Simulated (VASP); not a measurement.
# PtS2 (P-3m1) in VASP: a series of runs

The runs below take PtS2 through core levels, phonons, with PBE.

All numbers are computed with VASP 6.6.1; they aren't measurements. Logs are shortened: lines on timing, memory, paths and dates and some standing lists are left out, and cuts for length are marked.

### Step 1. Starting point

Symmetry: P-3m1, No. 164, trigonal system. The conventional cell has a = 3.543 Å, b = 3.543 Å, c = 5.039 Å, α = 90.00°, β = 90.00°, γ = 120.00°. Around Pt (site symmetry -3m) lie 6 S at 2.34 Å. Around S (site symmetry 3m) lie 3 Pt at 2.34 Å.

### Step 2. Core levels, PBE

INCAR

```
SYSTEM = PtS2
ALGO = Fast
EDIFF = 1E-7
ENCUT = 520
GGA = PE
ICORELEVEL = 1
ISIF = 2
ISMEAR = 0
LASPH = .TRUE.
LCHARG = .FALSE.
LREAL = .FALSE.
LWAVE = .FALSE.
NELM = 60
PREC = Accurate
SIGMA = 0.02
```

KPOINTS

```
k-points
0
G
  9 9 5
  0 0 0
```

POSCAR

```
PtS2
1.0
    3.5432000000      0.0000000000      0.0000000000
   -1.7716000000      3.0685012107      0.0000000000
    0.0000000000      0.0000000000      5.0388000000
Pt S
1 2
Direct
    0.0000000000      0.0000000000      0.0000000000
    0.6666666667      0.3333333333      0.7730000000
    0.3333333333      0.6666666667      0.2270000000
```

Potentials or basis: VASP PAW PBE potentials, release 64 (Pt, S).

Launch:

```
$ cat potpaw_PBE.64/Pt/POTCAR potpaw_PBE.64/S/POTCAR > POTCAR
$ mpirun -np 1 vasp_std > vasp.out
```

OUTCAR:

```text
SYSTEM = PtS2
   EDIFF = 1E-7
   ENCUT = 520
   GGA = PE
   ISIF = 2
   ISMEAR = 0
   LASPH = .TRUE.
   LREAL = .FALSE.
   NELM = 60
   PREC = Accurate

 ion  position               nearest neighbor table
   1  0.000  0.000  0.000-   2 2.34   3 2.34   2 2.34   3 2.34   2 2.34   3 2.34
   2  0.667  0.333  0.773-   1 2.34   1 2.34   1 2.34
   3  0.333  0.667  0.227-   1 2.34   1 2.34   1 2.34

  LATTYP: Found a hexagonal cell.
 ALAT       =     3.5432000000
 C/A-ratio  =     1.4221043125

  Lattice vectors:

 A1 = (   3.5432000000,   0.0000000000,   0.0000000000)
 A2 = (  -1.7716000000,   3.0685012107,   0.0000000000)
 A3 = (   0.0000000000,   0.0000000000,   5.0388000000)

Analysis of symmetry for initial positions (statically):
=====================================================================
 Subroutine PRICEL returns:
 Original cell was already a primitive cell.

 Routine SETGRP: Setting up the symmetry group for a
 hexagonal supercell.

 Subroutine GETGRP returns: Found 12 space group operations
 (whereof 12 operations were pure point group operations)
 out of a pool of 24 trial point group operations.

The static configuration has the point symmetry D_3d.

Analysis of symmetry for dynamics (positions and initial velocities):
=====================================================================
 Subroutine PRICEL returns:
 Original cell was already a primitive cell.

 Routine SETGRP: Setting up the symmetry group for a
 hexagonal supercell.

 Subroutine GETGRP returns: Found 12 space group operations
 (whereof 12 operations were pure point group operations)
 out of a pool of 24 trial point group operations.

The dynamic configuration has the point symmetry D_3d.

 Subroutine INISYM returns: Found 12 space group operations
 (whereof 12 operations are pure point group operations),
 and found     1 'primitive' translations

----------------------------------------------------------------------------------------

                                     Primitive cell

  volume of cell :      54.7834

  direct lattice vectors                    reciprocal lattice vectors
     3.543200000  0.000000000  0.000000000     0.282230752  0.162946001  0.000000000
    -1.771600000  3.068501211  0.000000000     0.000000000  0.325892001  0.000000000
     0.000000000  0.000000000  5.038800000     0.000000000  0.000000000  0.198459951

  length of vectors
     3.543200000  3.543200000  5.038800000     0.325892001  0.325892001  0.198459951

  position of ions in fractional coordinates (direct lattice)
     0.000000000  0.000000000  0.000000000
     0.666666667  0.333333333  0.773000000
     0.333333333  0.666666667  0.227000000

  ion indices of the primitive-cell ions
   primitive index   ion index
                 1           1
                 2           2
                 3           3

----------------------------------------------------------------------------------------

 KPOINTS: k-points

Automatic generation of k-mesh.
 Grid dimensions read from file:
 generate k-points for:    9    9    5

 Generating k-lattice:

  Cartesian coordinates                     Fractional coordinates (reciprocal lattice)
     0.031358972  0.018105111  0.000000000     0.111111111  0.000000000  0.000000000
     0.000000000  0.036210222  0.000000000     0.000000000  0.111111111  0.000000000
     0.000000000  0.000000000  0.039691990     0.000000000  0.000000000  0.200000000

  Length of vectors
     0.036210222  0.036210222  0.039691990

  Shift w.r.t. Gamma in fractional coordinates (k-lattice)
     0.000000000  0.000000000  0.000000000

 Subroutine IBZKPT returns following result:
 ===========================================

 Found     50 irreducible k-points:

 Following reciprocal coordinates:
            Coordinates               Weight
  0.000000  0.000000  0.000000      1.000000
  0.111111 -0.000000  0.000000      6.000000
  0.222222  0.000000  0.000000      6.000000
  0.333333  0.000000  0.000000      6.000000
  0.444444  0.000000  0.000000      6.000000
  0.111111  0.111111  0.000000      6.000000
[... 16 lines left out ...]
  0.222222  0.111111  0.200000     12.000000
 -0.111111  0.333333  0.200000     12.000000
 [... further k-points ...]
   k-points           NKPTS =     50   k-points in BZ     NKDIM =     50   number of bands    NBANDS=     15
   number of dos      NEDOS =    301   number of ions     NIONS =      3
   total plane-waves  NPLWV =  31360
   dimension x,y,z NGX =    28 NGY =   28 NGZ =   40
   dimension x,y,z NGXF=    56 NGYF=   56 NGZF=   80
   ions per type =               1   2
   NGX,Y,Z   is equivalent  to a cutoff of  13.14, 13.14, 13.20 a.u.
   NGXF,Y,Z  is equivalent  to a cutoff of  26.28, 26.28, 26.39 a.u.
 SYSTEM =  PtS2
   PREC   = accura    normal or accurate (medium, high low for compatibility)
   ISTART =      0    job   : 0-new  1-cont  2-samecut
   ICHARG =      2    charge: 1-file 2-atom 10-const
   ISPIN  =      1    spin polarized calculation?
   LNONCOLLINEAR =      F non collinear calculations
   LSORBIT =      F    spin-orbit coupling
   LASPH  =      T    aspherical Exc in radial PAW
   ENCUT  =  520.0 eV  38.22 Ry    6.18 a.u.   6.59  6.59  9.37*2*pi/ulx,y,z
   NELM   =     60;   NELMIN=  2; NELMDL= -5     # of ELM steps
   EDIFF  = 0.1E-06   stopping-criterion for ELM
   LREAL  =      F    real-space projection
   EDIFFG = 0.1E-05   stopping-criterion for IOM
   NSW    =      0    number of steps for IOM
   IBRION =     -1    ionic relax: 0-MD 1-quasi-New 2-CG
   NFREE  =      0    steps in history (QN), initial steepest desc. (CG)
   ISIF   =      2    stress and relaxation
   ISYM   =      2    0-nonsym 1-usesym 2-fastsym
   POTIM  = 0.5000    time-step for ionic-motion
   TEBEG  =    0.0;   TEEND  =   0.0 temperature during run
   PSTRESS=    0.0 pullay stress
   NELECT =      22.0000    total number of electrons
   NUPDOWN=      -1.0000    fix difference up-down
   EMIN   =  10.00;   EMAX   =-10.00  energy-range for DOS
   EFERMI =   0.00;   METHOD = LEGACY
   ISMEAR =     0;   SIGMA  =   0.02  broadening in eV -4-tet -1-fermi 0-gaus
   EFERMI_NEDOS =   21; number of points for ismear=-14 and -15
   IALGO  =     68    algorithm
   IMIX   =      4    mixing-type and parameters
     AMIX     =   0.40;   BMIX     =  1.00
     AMIX_MAG =   1.60;   BMIX_MAG =  1.00
  volume/ion in A,a.u.               =      18.26       123.23
  Fermi-wavevector in a.u.,A,eV,Ry     =   1.207812  2.282434 19.848315  1.458810
  Thomas-Fermi vector in A             =   2.343439
   LORBIT       =      0    0 simple, 1 ext, 2 COOP (PROOUT), +10 PAW based schemes
   GGA     = PE    functional components
   LHFCALC =     F    Hartree Fock is set to
   AEXX    =    0.0000 exact exchange contribution
   IVDW    =     0    specifies the selected vdW correction
   LEPSILON=     F    determine dielectric tensor
   LRPA    =     F    only Hartree local field effects (RPA)
 non-spin polarized calculation
 RMM-DIIS sequential band-by-band and
 Gauss-broadening in eV      SIGMA  =   0.02
  energy-cutoff  :      520.00
  volume of cell :       54.78
 maximum number of plane-waves:      1507
 NGX is ok and might be reduce to    28
   NGX = 13   NGY = 13   NGZ = 19

 number of electron      22.0000001 magnetization

 Free energy of the ion-electron system (eV)
  ---------------------------------------------------
  ext. energy  EPLUGINS =         0.00000000
  ---------------------------------------------------
  free energy    TOTEN  =       -15.27141358 eV

  energy without entropy =      -15.27141358  energy(sigma->0) =      -15.27141358

 the core state eigenenergies are
   1-  1s -78392.7107  2s -13762.4163  2p -11922.6835  3s  -3226.2762  3p  -2690.7766
       3d  -2111.1522  4s   -686.5824  4p   -511.0273  4d   -298.1038  4f    -61.5149
       5s    -92.9809  5p    -47.0622
   2-  1s  -2393.4401  2s   -199.4174  2p   -144.1992
   3-  1s  -2393.4401  2s   -199.4174  2p   -144.1992

 E-fermi :   6.8270     XC(G=0): -10.5744

 val. band max:        6.7357029806   @ k =   0.0000   0.2222   0.2000
 cond. band min:       7.7668488473   @ k =   0.0000   0.3333   0.2000
 fundamental gap:      1.0311458666
 Fermi energy:         6.8269711236

 k-point     1 :       0.0000    0.0000    0.0000
  band No.  band energies     occupation
      1      -8.8195      2.00000
      2      -5.5786      2.00000
      3      -0.2978      2.00000
      4      -0.2978      2.00000
      5      -0.1783      2.00000
      6       2.7624      2.00000
      7       2.7624      2.00000
      8       4.9459      2.00000
      9       5.5962      2.00000
     10       5.5962      2.00000
     11       6.6165      2.00000
     12       9.1957      0.00000
     13       9.1957      0.00000
     14      11.5321      0.00000
     15      12.5126      0.00000

 k-point     2 :       0.1111   -0.0000    0.0000
  band No.  band energies     occupation
      1      -8.6539      2.00000
      2      -5.6846      2.00000
      3      -0.1852      2.00000
      4      -0.1639      2.00000
      5      -0.0104      2.00000
      6       2.5207      2.00000
      7       2.6374      2.00000
      8       4.4625      2.00000
      9       5.5864      2.00000
     10       5.6043      2.00000
     11       6.6935      2.00000
     12       8.5744      0.00000
     13       9.0724      0.00000
     14      12.2979      0.00000
     15      13.1024      0.00000

 k-point     3 :       0.2222    0.0000    0.0000
  band No.  band energies     occupation
      1      -8.1895      2.00000
      2      -5.9388      2.00000
      3       0.1040      2.00000
      4       0.1112      2.00000
      5       0.5040      2.00000
      6       1.7651      2.00000
      7       2.4375      2.00000
      8       3.8052      2.00000
      9       5.3568      2.00000
     10       5.3670      2.00000
     11       6.2803      2.00000
     12       8.2441      0.00000
     13       9.0347      0.00000
     14      12.4223      0.00000
     15      14.1756      0.00000

 k-point     4 :       0.3333    0.0000    0.0000
  band No.  band energies     occupation
      1      -7.5401      2.00000
      2      -6.2218      2.00000
      3      -0.0363      2.00000
      4       0.4068      2.00000
      5       1.1964      2.00000
      6       1.3125      2.00000
      7       2.4869      2.00000
      8       3.5193      2.00000
      9       4.6947      2.00000
     10       4.7146      2.00000
     11       5.3783      2.00000
     12       8.4091      0.00000
     13       9.2884      0.00000
     14      12.0910      0.00000
     15      14.2589      0.00000
[... 163 lines left out ...]
 k-point    14 :       0.1111   -0.0000    0.2000
  band No.  band energies     occupation
      1      -8.5676      2.00000
      2      -5.9005      2.00000
      3      -0.2649      2.00000
      4      -0.1692      2.00000
      5       0.4281      2.00000
      6       2.5249      2.00000
      7       2.6110      2.00000
      8       4.4956      2.00000
      9       5.3532      2.00000
     10       5.4942      2.00000
     11       6.5419      2.00000
     12       8.4959      0.00000
     13       9.3873      0.00000
     14      12.4516      0.00000
     15      13.5709      0.00000

 k-point    15 :       0.0000    0.1111    0.2000
  band No.  band energies     occupation
      1      -8.5695      2.00000
      2      -5.8930      2.00000
      3      -0.2875      2.00000
      4      -0.1896      2.00000
      5       0.4558      2.00000
      6       2.4841      2.00000
      7       2.6390      2.00000
      8       4.4295      2.00000
      9       5.3083      2.00000
     10       5.6585      2.00000
     11       6.6410      2.00000
     12       8.8122      0.00000
     13       8.9306      0.00000
     14      12.2897      0.00000
     15      13.2300      0.00000

 k-point    16 :       0.2222    0.0000    0.2000
  band No.  band energies     occupation
      1      -8.0990      2.00000
      2      -6.1098      2.00000
      3      -0.0225      2.00000
      4       0.1255      2.00000
      5       0.7972      2.00000
      6       1.8754      2.00000
      7       2.3899      2.00000
      8       3.9057      2.00000
      9       5.2998      2.00000
     10       5.3206      2.00000
     11       5.7950      2.00000
     12       8.3990      0.00000
     13       9.2344      0.00000
     14      12.8378      0.00000

------------------------ aborting loop because EDIFF is reached ----------------------------------------

  FORCE on cell =-STRESS in cart. coord.  units (eV):
  Direction    XX          YY          ZZ          XY          YZ          ZX
  --------------------------------------------------------------------------------------
  -------------------------------------------------------------------------------------
  Total        3.9582233      3.9582233      3.4526324      0.0000000      0.0000000      0.0000000
  in kB      115.7608714    115.7608714    100.9745306      0.0000000      0.0000000      0.0000000
  external PRESSURE =     110.8320911 kB  Pullay stress =       0.0000000 kB

 VOLUME and BASIS-vectors are now :
 -----------------------------------------------------------------------------
  energy-cutoff  :      520.00
  volume of cell :       54.78
      direct lattice vectors                 reciprocal lattice vectors
     3.543200000  0.000000000  0.000000000     0.282230752  0.162946001  0.000000000
    -1.771600000  3.068501211  0.000000000     0.000000000  0.325892001  0.000000000
     0.000000000  0.000000000  5.038800000     0.000000000  0.000000000  0.198459951

 POSITION                                       TOTAL-FORCE (eV/Angst)
 -----------------------------------------------------------------------------------
      0.00000      0.00000      0.00000         0.000000      0.000000     -0.000000
      1.77160      1.02283      3.89499         0.000000     -0.000000     -1.212907
     -0.00000      2.04567      1.14381        -0.000000      0.000000      1.212907
 -----------------------------------------------------------------------------------
    total drift:                                0.000000     -0.000000      0.000000

  FREE ENERGIE OF THE ION-ELECTRON SYSTEM (eV)
  ---------------------------------------------------
  free  energy   TOTEN  =       -15.2714135801 eV

  energy  without entropy=      -15.2714135801  energy(sigma->0) =      -15.27141358
```

It took 28 s on 1 thread of Intel Xeon Platinum 8488C (Sapphire Rapids), shared host; peak memory 0.2 GiB.

Results:

* Free energy: -15.2714 eV
* Pressure: 11.1 GPa
* Largest force: 1.213 eV/Å
* Band gap on the k mesh: 1.03 eV, indirect (least direct gap 1.08 eV)

Forces in eV/Å, atoms in the order of the input:
```
Pt   0.000  0.000  0.000
S    0.000  0.000 -1.213
S    0.000  0.000  1.213
```

Core levels (eV, on the scale of the bands):
```csv
atom,levels
1 Pt,"1s -78392.7, 2s -13762.4, 2p -11922.7, 3s -3226.3, 3p -2690.8, 3d -2111.2, 4s -686.6, 4p -511.0, 4d -298.1, 4f -61.5, 5s -93.0, 5p -47.1"
2 S,"1s -2393.4, 2s -199.4, 2p -144.2"
3 S,"1s -2393.4, 2s -199.4, 2p -144.2"
```

Caveat: spin-orbit coupling is left out, which moves the levels of the heavy elements; an odd mesh through Γ misses points on the zone boundary, where band edges often lie; forces of over 1 eV/Å show positions far from the minimum, so gaps and moduli don't describe the material at rest. A hybrid or GW would open this gap; PBE tends to underestimate it.

[end of part 1 of 2]
